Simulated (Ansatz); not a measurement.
## InP: an elastic constant from a strain scan

All numbers below come from Ansatz 0.2.0, DFT r2SCAN, scalar-relativistic, plane waves, PAW. Settings: plane waves to 500 eV, k-mesh 8×8×8 (Γ-centred), Gaussian smearing 0.05 eV. No spin polarisation. Energies are free energies at this smearing, counted from the undisturbed cell; pressure is positive in compression.

Zero of the scan (relaxed at this level):

```
In P
1.0
     0.00000    2.95357    2.95357
     2.95357    0.00000    2.95357
     2.95357    2.95357    0.00000
In P
1 1
Direct
  0.00000 0.00000 0.00000
  0.75000 0.75000 0.75000
```

The cell is strained by ε times the Voigt pattern (0, 0, 1, 0, 0, 0) (xx, yy, zz, yz, xz, xy; engineering shear) with fractional coordinates fixed. The cell holds 2 atoms in V0 = 51.53 Å³. The stress column is τ = (1/V0) dE/dε, got from the stress tensor σ (compression positive) at each point as −det(1 + εP) σ : P(1 + εP)⁻¹, with P the pattern as a tensor.

```
      ε  ΔE (meV/atom)  τ (GPa)
-0.0600         29.392   -6.215
-0.0450         16.359   -4.597
-0.0300          7.184   -3.018
 0.0000          0.000    0.011
 0.0150          1.783    1.459
 0.0450         15.539    4.211
 0.0600              ?        ?
```

**Question.** Which combination of elastic constants does this scan measure, and how large is it?

**Answer.** For small ε, τ = τ0 + Kε with K = pᵀCp, which for this pattern is C11 in the cubic axes. The parabola through τ at ε = -0.0300, 0 and 0.0150 has slope K = 98 GPa at zero. The energies per cell, E = NΔE, of the same two points give K = 2[E(ε₊)/ε₊ − E(ε₋)/ε₋]/[(ε₊ − ε₋)V0] = 99 GPa, in agreement.

**Question.** Predict the withheld row at ε = 0.0600 from the harmonic law, and compare.

**Answer.** ΔE = V0(τ0 ε + Kε²/2)/N = 28.478 meV/atom and τ = 5.89 GPa. The calculation gives 27.278 meV/atom and 5.51 GPa, a miss of 4.2 % of the harmonic energy, so the harmonic law still holds here.